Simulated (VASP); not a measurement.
# Mo (Im-3m) in VASP: a series of runs

Runs on Mo. Level: LDA. Tasks: single point.

Program: VASP 6.6.1. These are calculated values, not measurements. Logs are shortened: lines on timing, memory, paths and dates and some standing lists are left out, and cuts for length are marked.

### 1 The undisturbed crystal

It takes space group Im-3m (No. 229, cubic). The conventional cell has a = 3.168 Å, b = 3.168 Å, c = 3.168 Å, α = 90.00°, β = 90.00°, γ = 90.00°. Around Mo (site symmetry m-3m) lie 8 Mo at 2.74 Å.

### 2 Single point, LDA (grid = ENCUT=650 dk=0.35 cell=2x2x1 ISMEAR=1 SIGMA=0.1 LREAL=Auto EDIFF=1e-06)

Contents of INCAR:

```
SYSTEM = Mo
ALGO = Fast ; EDIFF = 1E-6
ENCUT = 650 ; ISIF = 2
ISMEAR = 1 ; LASPH = .True.
LCHARG = .False. ; LREAL = Auto
LWAVE = .False. ; NBANDS = 29
NELM = 120 ; PREC = Accurate
SIGMA = 0.1
```

Contents of KPOINTS:

```
k-points
0
Gamma
  9 9 9
  0 0 0
```

Contents of POSCAR:

```
Mo
1.0
   -3.1676179438      3.1676179438      3.1676179438
    3.1676179438     -3.1676179438      3.1676179438
    1.5838089719      1.5838089719     -1.5838089719
Mo
3
Direct
    0.0000000000      0.5000000000      0.0000000000
    0.5000000000      0.0000000000      0.0000000000
    0.5000000000      0.5000000000      0.0000000000
```

Potentials or basis: VASP PAW LDA potentials, release 64 (Mo_sv).

The run is started by

```bash
$ cat potpaw_LDA.64/Mo_sv/POTCAR > POTCAR
$ mpirun -np 1 vasp_std > vasp.out
```

OUTCAR:

```text
SYSTEM = Mo
   EDIFF = 1E-6
   ENCUT = 650
   ISIF = 2
   ISMEAR = 1
   LASPH = .True.
   LREAL = Auto
   NELM = 120
   PREC = Accurate

 Found     85 irreducible k-points:

 Following reciprocal coordinates:
            Coordinates               Weight
  0.000000  0.000000  0.000000      1.000000
  0.111111  0.000000  0.000000      6.000000
  0.222222  0.000000  0.000000      6.000000
  0.333333  0.000000  0.000000      6.000000
  0.444444  0.000000  0.000000      6.000000
  0.111111  0.111111  0.000000      6.000000
   k-points           NKPTS =     85   k-points in BZ     NKDIM =     85   number of bands    NBANDS=     29
   number of dos      NEDOS =    301   number of ions     NIONS =      3
   total plane-waves  NPLWV =  55296
   dimension x,y,z NGX =    48 NGY =   48 NGZ =   24
   dimension x,y,z NGXF=    96 NGYF=   96 NGZF=   48
   ions per type =               3
   NGX,Y,Z   is equivalent  to a cutoff of  14.54, 14.54, 14.54 a.u.
   NGXF,Y,Z  is equivalent  to a cutoff of  29.09, 29.09, 29.09 a.u.
 SYSTEM =  Mo
   PREC   = accura    normal or accurate (medium, high low for compatibility)
   ISTART =      0    job   : 0-new  1-cont  2-samecut
   ICHARG =      2    charge: 1-file 2-atom 10-const
   ISPIN  =      1    spin polarized calculation?
   LNONCOLLINEAR =      F non collinear calculations
   LSORBIT =      F    spin-orbit coupling
   LASPH  =      T    aspherical Exc in radial PAW
   ENCUT  =  650.0 eV  47.77 Ry    6.91 a.u.  11.41 11.41  5.70*2*pi/ulx,y,z
   NELM   =    120;   NELMIN=  2; NELMDL= -5     # of ELM steps
   EDIFF  = 0.1E-05   stopping-criterion for ELM
   LREAL  =      T    real-space projection
   EDIFFG = 0.1E-04   stopping-criterion for IOM
   NSW    =      0    number of steps for IOM
   IBRION =     -1    ionic relax: 0-MD 1-quasi-New 2-CG
   NFREE  =      0    steps in history (QN), initial steepest desc. (CG)
   ISIF   =      2    stress and relaxation
   ISYM   =      2    0-nonsym 1-usesym 2-fastsym
   POTIM  = 0.5000    time-step for ionic-motion
   TEBEG  =    0.0;   TEEND  =   0.0 temperature during run
   PSTRESS=    0.0 pullay stress
   NELECT =      42.0000    total number of electrons
   NUPDOWN=      -1.0000    fix difference up-down
   EMIN   =  10.00;   EMAX   =-10.00  energy-range for DOS
   EFERMI =   0.00;   METHOD = LEGACY
   ISMEAR =     1;   SIGMA  =   0.10  broadening in eV -4-tet -1-fermi 0-gaus
   EFERMI_NEDOS =   21; number of points for ismear=-14 and -15
   IALGO  =     68    algorithm
   IMIX   =      4    mixing-type and parameters
     AMIX     =   0.40;   BMIX     =  1.00
     AMIX_MAG =   1.60;   BMIX_MAG =  1.00
  volume/ion in A,a.u.               =      21.19       142.99
  Fermi-wavevector in a.u.,A,eV,Ry     =   1.425876  2.694515 27.662315  2.033123
  Thomas-Fermi vector in A             =   2.546213
   LORBIT       =      0    0 simple, 1 ext, 2 COOP (PROOUT), +10 PAW based schemes
   GGA     = CA    functional components
   LHFCALC =     F    Hartree Fock is set to
   AEXX    =    0.0000 exact exchange contribution
   IVDW    =     0    specifies the selected vdW correction
   LEPSILON=     F    determine dielectric tensor
   LRPA    =     F    only Hartree local field effects (RPA)
 non-spin polarized calculation
 RMM-DIIS sequential band-by-band and
 Methfessel and Paxton  Order N= 1 SIGMA  =   0.10
  energy-cutoff  :      650.00
  volume of cell :       63.57
 maximum number of plane-waves:      2410
 NGX is ok and might be reduce to    48
   NGX = 23   NGY = 23   NGZ = 11

 number of electron      42.0000006 magnetization

 Free energy of the ion-electron system (eV)
  ---------------------------------------------------
  ext. energy  EPLUGINS =         0.00000000
  ---------------------------------------------------
  free energy    TOTEN  =       -32.62269935 eV

  energy without entropy =      -32.62139427  energy(sigma->0) =      -32.62226433

 E-fermi :   7.8126     XC(G=0): -11.6750

 val. band max:        7.8109936874   @ k =   0.2222   0.2222   0.4444
 cond. band min:       7.8129431021   @ k =  -0.2222   0.0000   0.2222
 fundamental gap:      0.0019494147
 Fermi energy:         7.8125611547

 k-point     1 :       0.0000    0.0000    0.0000
  band No.  band energies     occupation
      1     -52.8545      2.00000
      2     -52.6664      2.00000
      3     -52.6664      2.00000
      4     -27.7078      2.00000
      5     -27.3108      2.00000
      6     -27.3108      2.00000
[... 21 lines left out ...]
     28      10.8778      0.00000
     29      10.8778      0.00000

 k-point     2 :       0.1111    0.0000    0.0000
  band No.  band energies     occupation
      1     -52.8496      2.00000
      2     -52.6715      2.00000
      3     -52.6664      2.00000
      4     -27.6807      2.00000
      5     -27.3063      2.00000
      6     -27.2905      2.00000
[... 21 lines left out ...]
     28      10.5369      0.00000
     29      11.0188      0.00000

 k-point     3 :       0.2222    0.0000    0.0000
  band No.  band energies     occupation
      1     -52.8356      2.00000
      2     -52.6860      2.00000
      3     -52.6665      2.00000
      4     -27.6078      2.00000
      5     -27.2877      2.00000
      6     -27.2322      2.00000
[... 21 lines left out ...]
     28      10.4714      0.00000
     29      10.9350      0.00000

 k-point     4 :       0.3333    0.0000    0.0000
  band No.  band energies     occupation
      1     -52.8153      2.00000
      2     -52.7068      2.00000
      3     -52.6665      2.00000
      4     -27.5217      2.00000
      5     -27.2343      2.00000
      6     -27.1437      2.00000
[... 21 lines left out ...]
     28      10.2086      0.00000
     29      10.6518      0.00000

 k-point     5 :       0.4444    0.0000    0.0000
  band No.  band energies     occupation
      1     -52.7961      2.00000
      2     -52.7264      2.00000
      3     -52.6666      2.00000
      4     -27.4713      2.00000
      5     -27.1199      2.00000
      6     -27.0408      2.00000
[... 21 lines left out ...]
     28      10.0467      0.00000
     29      10.5975      0.00000

 k-point     6 :       0.1111    0.1111    0.0000
  band No.  band energies     occupation
      1     -52.8401      2.00000
      2     -52.6813      2.00000
      3     -52.6665      2.00000
      4     -27.6299      2.00000
      5     -27.2982      2.00000
      6     -27.2485      2.00000
[... 21 lines left out ...]
     28      10.3999      0.00000
     29      11.0321      0.00000

 [... further k-points ...]

------------------------ aborting loop because EDIFF is reached ----------------------------------------

  FORCE on cell =-STRESS in cart. coord.  units (eV):
  Direction    XX          YY          ZZ          XY          YZ          ZX
  --------------------------------------------------------------------------------------
  -------------------------------------------------------------------------------------
  Total       -9.2428885     -9.2428885     -9.2428885     -0.8392713      0.8392713      0.8392713
  in kB     -232.9645916   -232.9645916   -232.9645916    -21.1536139     21.1536139     21.1536139
  external PRESSURE =    -232.9645916 kB  Pullay stress =       0.0000000 kB

 VOLUME and BASIS-vectors are now :
 -----------------------------------------------------------------------------
  energy-cutoff  :      650.00
  volume of cell :       63.57
      direct lattice vectors                 reciprocal lattice vectors
    -3.167617944  3.167617944  3.167617944     0.000000000  0.157847319  0.157847319
     3.167617944 -3.167617944  3.167617944     0.157847319  0.000000000  0.157847319
     1.583808972  1.583808972 -1.583808972     0.315694638  0.315694638  0.000000000

 POSITION                                       TOTAL-FORCE (eV/Angst)
 -----------------------------------------------------------------------------------
      1.58381     -1.58381      1.58381        -0.000000      0.000000     -0.000000
     -1.58381      1.58381      1.58381         0.000000      0.000000      0.000000
      0.00000      0.00000      3.16762        -0.000000      0.000000      0.000000
 -----------------------------------------------------------------------------------
    total drift:                                0.000000      0.000000     -0.000000

  FREE ENERGIE OF THE ION-ELECTRON SYSTEM (eV)
  ---------------------------------------------------
  free  energy   TOTEN  =       -32.6226993536 eV

  energy  without entropy=      -32.6213942719  energy(sigma->0) =      -32.62226433
```

OSZICAR:

```text
N       E                     dE             d eps       ncg     rms          rms(c)
DAV:   1     0.583454135768E+03    0.58345E+03   -0.28880E+04  4938   0.174E+03
DAV:   2    -0.170233131852E+02   -0.60048E+03   -0.58832E+03  5330   0.520E+02
DAV:   3    -0.345221730851E+02   -0.17499E+02   -0.16779E+02  6141   0.906E+01
DAV:   4    -0.347673911249E+02   -0.24522E+00   -0.24399E+00  5532   0.898E+00
DAV:   5    -0.347698556133E+02   -0.24645E-02   -0.24638E-02  5686   0.949E-01    0.184E+01
RMM:   6    -0.328320178394E+02    0.19378E+01   -0.38675E+00  4930   0.130E+01    0.447E+00
RMM:   7    -0.326268207125E+02    0.20520E+00   -0.14679E+00  5255   0.601E+00    0.192E+00
RMM:   8    -0.326218602099E+02    0.49605E-02   -0.16345E-01  5752   0.254E+00    0.569E-01
RMM:   9    -0.326223169818E+02   -0.45677E-03   -0.46842E-02  6257   0.965E-01    0.152E-01
RMM:  10    -0.326226021208E+02   -0.28514E-03   -0.58070E-03  6092   0.412E-01    0.769E-02
RMM:  11    -0.326227018104E+02   -0.99690E-04   -0.12633E-03  6710   0.162E-01    0.304E-02
RMM:  12    -0.326227104308E+02   -0.86204E-05   -0.23700E-04  5611   0.987E-02    0.501E-02
RMM:  13    -0.326226975783E+02    0.12852E-04   -0.80418E-05  5909   0.636E-02    0.968E-03
RMM:  14    -0.326227001765E+02   -0.25981E-05   -0.41465E-05  6096   0.359E-02    0.113E-02
RMM:  15    -0.326226993536E+02    0.82288E-06   -0.60794E-06  4956   0.156E-02
   1 F= -.32622699E+02 E0= -.32622264E+02  d E =-.130508E-02
```

stdout:

```text
POSCAR found type information on POSCAR Mo
 POSCAR found :  1 types and       3 ions
 scaLAPACK will be used
 -----------------------------------------------------------------------------
|                                                                             |
|                                                                             |
|     You have a (more or less) 'small supercell' and for smaller cells       |
|     it is recommended to use the reciprocal-space projection scheme!        |
|     The real-space optimization is not efficient for small cells and it     |
|     is also less accurate ...                                               |
|     Therefore, set LREAL=.FALSE. in the INCAR file.                         |
|                                                                             |
 -----------------------------------------------------------------------------

 LDA part: xc-table for (Slater(with rela. corr.)+CA(PZ))
 , standard interpolation
 POSCAR, INCAR and KPOINTS ok, starting setup
 FFT: planning ... GRIDC
 FFT: planning ... GRID_SOFT
 FFT: planning ... GRID
 WAVECAR not read
 entering main loop
```

Run time: 3.5 min. Hardware: 1 thread of Intel Xeon 6975P-C (Granite Rapids), shared host; peak memory 0.27 GiB.

The run converged, but some of its settings lie outside the range that counts as converged, so its numbers aren't taken as properties of the crystal.

What came out:

```yaml
Free_energy: -32.6227 eV
Pressure: -23.3 GPa
Band_gap_on_the_k_mesh: none (metal or under the smearing width)
```

### 3 Single point, LDA (grid = ENCUT=400 dk=0.9 cell=2x2x2 ISMEAR=1 SIGMA=0.1 LREAL=Auto EDIFF=1e-06)

Contents of INCAR:

```
PREC = Accurate
ENCUT = 400
EDIFF = 1E-6
ISMEAR = 1
SIGMA = 0.1
LREAL = Auto
LASPH = True
NELM = 120
ALGO = Fast
ISIF = 2
LWAVE = False
LCHARG = False
NBANDS = 57
```

Contents of KPOINTS:

```
Automatic mesh
0
Gamma
  2 2 2
```

Contents of POSCAR:

```
Mo
1.0
   -3.1676179438      3.1676179438      3.1676179438
    3.1676179438     -3.1676179438      3.1676179438
    3.1676179438      3.1676179438     -3.1676179438
Mo
7
Direct
    0.0000000000      0.0000000000      0.5000000000
    0.0000000000      0.5000000000      0.0000000000
    0.0000000000      0.5000000000      0.5000000000
    0.5000000000      0.0000000000      0.0000000000
    0.5000000000      0.0000000000      0.5000000000
    0.5000000000      0.5000000000      0.0000000000
    0.5000000000      0.5000000000      0.5000000000
```

Potentials or basis: VASP PAW LDA potentials, release 64 (Mo_sv).

The run is started by

```bash
$ cat potpaw_LDA.64/Mo_sv/POTCAR > POTCAR
$ mpirun -np 1 vasp_std > vasp.out
```

Run time: 74 s. Hardware: 1 thread of Intel Xeon Platinum 8375C at 2.90GHz (Ice Lake), shared host; peak memory 0.17 GiB.

The run converged, but some of its settings lie outside the range that counts as converged, so its numbers aren't taken as properties of the crystal.

What came out:

* Free energy: -80.0408 eV
* Pressure: -18.6 GPa
* Band gap on the k mesh: none (metal or under the smearing width)

Caveat: the k mesh is coarse (spacing up to 0.70 Å⁻¹), so the values aren't converged.

### 4 Single point, LDA (grid = ENCUT=400 dk=0.6 cell=2x2x2 ISMEAR=1 SIGMA=0.1 LREAL=Auto EDIFF=1e-06)

INCAR is that of step 3.

Contents of KPOINTS:

```
Automatic mesh
0
Gamma
  3 3 3
```

POSCAR is that of step 3.

The run is started by

```bash
$ cat potpaw_LDA.64/Mo_sv/POTCAR > POTCAR
$ mpirun -np 1 vasp_std > vasp.out
```

Run time: 78 s. Hardware: 1 thread of Intel Xeon Platinum 8375C at 2.90GHz (Ice Lake), shared host; peak memory 0.17 GiB.

These settings aren't checked as converged: the numbers below hold their error.

What came out:

```
Free energy            : -80.6809 eV
Pressure               : -21.2 GPa
Band gap on the k mesh : none (metal or under the smearing width)
```

Caveat: the k mesh is coarse (spacing up to 0.47 Å⁻¹), so the values aren't converged.
